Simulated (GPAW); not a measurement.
# Pt (Fm-3m) in GPAW: convergence with grid spacing (A)

Aim: find how far grid spacing (A) must go before the results for Pt settle, at PBE. This setting moves, with any that are tied to it; all else stays.

All numbers are computed with GPAW 26.7.0; they aren't measurements. Logs are shortened: lines on timing, memory, paths and dates and some standing lists are left out, and cuts for length are marked. The log counts tension as positive stress, the text compression.

## (1) The structure

The structure is cubic, space group Fm-3m (No. 225). The conventional cell has a = 3.922 Å, b = 3.922 Å, c = 3.922 Å, α = 90.00°, β = 90.00°, γ = 90.00°. Pt (site symmetry m-3m) has 12 Pt at 2.77 Å as nearest neighbours.

## (2) With grid spacing (A) 0.26

File run.py:

```python
from ase.dft.bandgap import bandgap
from ase.io import read, write
from gpaw import GPAW

atoms = read('Pt.xyz')

calc = GPAW(mode='fd',
            h=0.26,
            xc='PBE',
            kpts={'size': (12, 12, 12), 'gamma': True},
            occupations={'name': 'fermi-dirac', 'width': 0.05},
            nbands=17,
            convergence={'density': 1e-05, 'energy': 1e-05},
            maxiter=100,
            txt='gpaw.txt')
atoms.calc = calc
energy = atoms.get_potential_energy()
forces = atoms.get_forces()
calc.write('gs.gpw')
write('result.traj', atoms)
print(f'Energy: {energy:.6f} eV')
print('Forces (eV/A):')
print(forces.round(4))
print('Fermi level:', round(calc.get_fermi_level(), 4), 'eV')
print(f'Gap: {bandgap(calc)[0]:.4f} eV, direct: {bandgap(calc, direct=True)[0]:.4f} eV')
```

File Pt.xyz:

```xyz
1
Lattice="0.0000000000 1.9609000000 1.9609000000 1.9609000000 0.0000000000 1.9609000000 1.9609000000 1.9609000000 0.0000000000" Properties=species:S:1:pos:R:3 pbc="T T T"
Pt     0.0000000000      0.0000000000      0.0000000000
```

Potentials or basis: GPAW PAW data sets (gpaw-data 1.2.1), fd.

Command:

```console
> OMP_NUM_THREADS=1 python run.py
```

Run time: 8.8 s. Hardware: 1 thread of Arm Neoverse V2, shared host; peak memory 0.14 GiB.

Results:

| Quantity | Value |
| --- | --- |
| Free energy | -6.9891 eV |
| Band gap on the k mesh | none (metal or under the smearing width) |

## (3) With grid spacing (A) 0.23

run.py: that of step 2 with these lines changed.

```diff
@@ -7,3 +7,3 @@
 calc = GPAW(mode='fd',
-            h=0.26,
+            h=0.23,
             xc='PBE',
```

Pt.xyz is that of step 2.

Potentials or basis: GPAW PAW data sets (gpaw-data 1.2.1), fd.

Command:

```console
> OMP_NUM_THREADS=1 python run.py
```

Run time: 8.6 s. Hardware: 1 thread of Arm Neoverse V2, shared host; peak memory 0.14 GiB.

What came out:

```yaml
Free_energy: -6.9891 eV
Band_gap_on_the_k_mesh: none (metal or under the smearing width)
```

## (4) With grid spacing (A) 0.2

run.py: that of step 3 with these lines changed.

```diff
@@ -7,3 +7,3 @@
 calc = GPAW(mode='fd',
-            h=0.23,
+            h=0.2,
             xc='PBE',
```

Pt.xyz is that of step 3.

Command:

```console
> OMP_NUM_THREADS=1 python run.py
```

Run time: 24 s. Hardware: 1 thread of Arm Neoverse V2, shared host; peak memory 0.22 GiB.

Results (log left out):

- Free energy: -6.4928 eV
- Band gap on the k mesh: none (metal or under the smearing width)

## (5) With grid spacing (A) 0.18

run.py: that of step 4 with these lines changed.

```diff
@@ -7,3 +7,3 @@
 calc = GPAW(mode='fd',
-            h=0.2,
+            h=0.18,
             xc='PBE',
```

Pt.xyz is that of step 4.

Command:

```console
> OMP_NUM_THREADS=1 python run.py
```

Run time: 24 s. Hardware: 1 thread of Arm Neoverse V2, shared host; peak memory 0.22 GiB.

The run converged. Its results:

- Free energy: -6.4928 eV
- Band gap on the k mesh: none (metal or under the smearing width)

## (6) With grid spacing (A) 0.16

run.py: that of step 5 with these lines changed.

```diff
@@ -7,3 +7,3 @@
 calc = GPAW(mode='fd',
-            h=0.18,
+            h=0.16,
             xc='PBE',
```

Pt.xyz is that of step 5.

Potentials or basis: GPAW PAW data sets (gpaw-data 1.2.1), fd.

Command:

```console
> OMP_NUM_THREADS=1 python run.py
```

Wall time 53 s (1 thread of Arm Neoverse V2, shared host); peak memory 0.36 GiB.

The run converged. Its results:

```
Free energy            : -6.4473 eV
Band gap on the k mesh : none (metal or under the smearing width)
```

## (7) With grid spacing (A) 0.14

run.py: that of step 6 with these lines changed.

```diff
@@ -7,3 +7,3 @@
 calc = GPAW(mode='fd',
-            h=0.16,
+            h=0.14,
             xc='PBE',
```

Pt.xyz is that of step 6.

Command:

```console
> OMP_NUM_THREADS=1 python run.py
```

It took 53 s on 1 thread of Arm Neoverse V2, shared host; peak memory 0.36 GiB.

Results (log left out):

| Quantity | Value |
| --- | --- |
| Free energy | -6.4473 eV |
| Band gap on the k mesh | none (metal or under the smearing width) |

## (8) With grid spacing (A) 0.12

run.py: that of step 7 with these lines changed.

```diff
@@ -7,3 +7,3 @@
 calc = GPAW(mode='fd',
-            h=0.14,
+            h=0.12,
             xc='PBE',
```

Pt.xyz is that of step 7.

Potentials or basis: GPAW PAW data sets (gpaw-data 1.2.1), fd.

Command:

```console
> OMP_NUM_THREADS=1 python run.py
```

gpaw.txt:

```text
__  _  _
 | _ |_)|_||  |
 |__||  | ||/\| - 26.7.0

Input parameters:
  mode=FD(),
  convergence={'density': 1e-05, 'energy': 1e-05},
  h=0.12,
  kpts=MonkhorstPack(size=(12, 12, 12), gamma=True),
  maxiter=100,
  nbands=17,
  occupations=Occupations(name='fermi-dirac', width=0.05),
  xc=XC(name='PBE')

Diagonalizing LCAO Hamiltonian
Converting LCAO to fd mode

       Pt

Atoms  # Å, Bohr magnetons
|   | symbol |        x |        y |        z |    initial magnetic moments |
|---|--------|----------|----------|----------|-----------------------------|
| 0 |     Pt | 0.000000 | 0.000000 | 0.000000 | ( 0.0000,  0.0000,  0.0000) |

Unit cell  # Å
| periodic |        x |        y |        z |  lengths |    angles |
|----------|----------|----------|----------|----------|-----------|
|      yes | 0.000000 | 1.960900 | 1.960900 | 2.773131 | 60.000000 |
|      yes | 1.960900 | 0.000000 | 1.960900 | 2.773131 | 60.000000 |
|      yes | 1.960900 | 1.960900 | 0.000000 | 2.773131 | 60.000000 |

Number of symmetries: 48
Symmetry operations  # r_c * U_cc + t_c -> r_c
|    | kind |            matrix            |
|----|------|------------------------------|
|  0 |  σ   |  1, 0, 0,  1, 0,-1,  1,-1, 0 |
|  1 |  C2  |  1, 0, 0,  1,-1, 0,  1, 0,-1 |
|  2 |  E   |  1, 0, 0,  0, 1, 0,  0, 0, 1 |
|  3 |  σ   |  1, 0, 0,  0, 0, 1,  0, 1, 0 |
|  4 |  C4  |  1, 0,-1,  1, 0, 0,  1,-1, 0 |
|  5 |  S6  |  1, 0,-1,  1,-1, 0,  1, 0, 0 |
|  6 |  σ   |  1, 0,-1,  0, 1,-1,  0, 0,-1 |
|  7 |  C3  |  1, 0,-1,  0, 0,-1,  0, 1,-1 |
|  8 |  S6  |  1,-1, 0,  1, 0, 0,  1, 0,-1 |
|  9 |  C4  |  1,-1, 0,  1, 0,-1,  1, 0, 0 |
| 10 |  C3  |  1,-1, 0,  0,-1, 1,  0,-1, 0 |
| 11 |  σ   |  1,-1, 0,  0,-1, 0,  0,-1, 1 |
| 12 |  σ   |  0, 1, 0,  1, 0, 0,  0, 0, 1 |
| 13 |  C4  |  0, 1, 0,  0, 1,-1, -1, 1, 0 |
| 14 |  C3  |  0, 1, 0,  0, 0, 1,  1, 0, 0 |
| 15 |  S6  |  0, 1, 0, -1, 1, 0,  0, 1,-1 |
| 16 |  C2  |  0, 1,-1,  1, 0,-1,  0, 0,-1 |
| 17 |  σ   |  0, 1,-1,  0, 1, 0, -1, 1, 0 |
| 18 |  S4  |  0, 1,-1,  0, 0,-1,  1, 0,-1 |
| 19 |  C4  |  0, 1,-1, -1, 1, 0,  0, 1, 0 |
| 20 |  C3  |  0, 0, 1,  1, 0, 0,  0, 1, 0 |
[... 95 lines left out ...]

    Using partial waves for Pt as LCAO basis

Reference energy: -500375.362767  # eV

eigensolver:
  PPCG
  Converge bands: occupied
  niter=2

density mixing:
  MSR1-Mixer
  Pratt-step length: 0.05
  Maximum mixing coefficient: 0.75
  Old densities: 10
  SVD Regularization: 0.005
  Good broyden scale: 1.0
  Trust region scale: 1.0
  Backstep threshold: 4.0
  History deletion threshold: 6.0
  Fourier metric: weight=20.0, sigma=0.015

occupation numbers:
  Fermi-Dirac:
    width: 0.0500  # eV

FastPoissonSolver using
    Stencil: 12*3+1=37 point O(h^6) finite-difference Laplacian
    FFT axes: [np.int64(0), np.int64(1), np.int64(2)]
    FST axes: []

xc functional:
  name: PBE with 2 nearest neighbor stencil
interpolation: tri-quintic # 5. degree polynomial

convergence criteria:
- Maximum integral of absolute [dens]ity change: 1e-05 electrons / valence electron
- Maximum [total energy] change in last 3 cyles: 1e-05 eV / valence electron
- Maximum integral of absolute [eigenst]ate change: 4e-08 eV^2 / valence electron
maximum number of iterations: 100

SCF iterations
|iter     | |      energy | eigst |  dens |
|---------|-|-------------|-------|-------|
|iter:   1| |   -6.827572 | +0.66 |       |
|iter:   2| |   -6.765089 | -0.90 | -1.20 |
|iter:   3| |   -6.433441 | -1.08 | -1.25 |
|iter:   4| |   -6.430933 | -2.32 | -2.30 |
|iter:   5| |   -6.430551 | -2.74 | -2.52 |
|iter:   6| |   -6.430549 | -4.10 | -3.45 |
|iter:   7| |   -6.430549c| -5.02 | -3.82 |
|iter:   8| |   -6.430550c| -5.91 | -4.54 |
|iter:   9| |   -6.430550c| -6.60 | -4.93 |
|iter:  10| |   -6.430550c| -7.50c| -5.75c|

Converged in 10 steps
Energy contributions relative to reference atoms: (reference = -500375.362767)

Energy contributions:
  Kinetic:          -3.690889
  Coulomb:           2.171583
  Zero:             -0.545594
  External:          0.000000
  Xc:               -4.357964
  Entropy:          -0.015370
  Spinorbit:         0.000000
  ----------------------------
  Free energy:      -6.438235
  Extrapolated:     -6.430550

dipole moment: (-13.389456, -13.389456, -13.389456)  # |e|*Ang

Fermi level: 12.148
Eigenvalues  # (at kpt = [-0.000, -0.000, -0.000])
| band index |      eig [eV] | occ [0-2] |
|------------|---------------|-----------|
|          0 |       -40.428 |     2.000 |
|          1 |       -40.428 |     2.000 |
|          2 |       -40.428 |     2.000 |
|          3 |         2.026 |     2.000 |
|          4 |         8.374 |     2.000 |
|          5 |         8.374 |     2.000 |
[... 9 lines left out ...]
|         15 |        43.949 |     0.000 |
|         16 |        43.949 |     0.000 |

No gap
No difference between direct/indirect transitions

Forces  # eV/Ang
|       x |       y |       z |
|---------|---------|---------|
| 0.00000 | 0.00000 | 0.00000 |  # Pt   0

# Writing to gs.gpw (mode='')
```

It took 95 s on 1 thread of Arm Neoverse V2, shared host; peak memory 0.59 GiB.

What came out:

```yaml
Free_energy: -6.4382 eV
Band_gap_on_the_k_mesh: none (metal or under the smearing width)
```

## (9) Result

| grid spacing (A) | energy less the tightest run, at zero smearing (meV/atom) | SCF cycles | CPU time (s) | peak memory (GiB) |
| --- | --- | --- | --- | --- |
| 0.26 | -550.84 | 9 | 8.8 | 0.14 |
| 0.23 | -550.84 | 9 | 8.6 | 0.14 |
| 0.2 | -54.58 | 10 | 24 | 0.22 |
| 0.18 | -54.58 | 10 | 24 | 0.22 |
| 0.16 | -9.09 | 10 | 53 | 0.36 |
| 0.14 | -9.09 | 10 | 53 | 0.36 |
| 0.12 | 0.00 | 10 | 95 | 0.59 |

Not settled before the last step: the energy (to 1 meV/atom). The tightest run that finished is the yardstick and may itself not be fully converged.

Caveats: the real-space grid adds noise to forces.
